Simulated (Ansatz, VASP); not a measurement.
**One calculation of SiW3, two programs**

```
CELL_PARAMETERS angstrom
0.00000 3.12137 3.12137
3.12137 0.00000 3.12137
3.12137 3.12137 0.00000
ATOMIC_POSITIONS crystal
Si 0.00000 0.00000 0.00000
W 0.25000 0.25000 0.25000
W 0.75000 0.75000 0.75000
W 0.50000 0.50000 0.50000
```

The cell was built by a generator and needn't be a form met in nature.

Alike in both runs: task single point; functional PBE; k mesh 14 × 14 × 14; occupations gaussian, width 0.1 eV; no spin polarisation.

```csv
,VASP,Ansatz
version,VASP 6.6.1,Ansatz 0.2.0
potentials or method,"VASP PAW PBE potentials, release 64 (Si, W_sv)","scalar-relativistic, plane waves, PAW"
plane-wave cutoff (eV),520,420
valence electrons in the cell,46,46
```

VASP gave:

- gap on the k mesh at the Fermi level (eV): none
- pressure (GPa): 0.4

Question: Which values does Ansatz return?

Answer: gap on the k mesh at the Fermi level (eV): none; pressure (GPa): 0.0.

A gap of «none» marks a metal or a gap that the smearing closes.

The runs have no spin-orbit coupling, so splittings on W are missing.
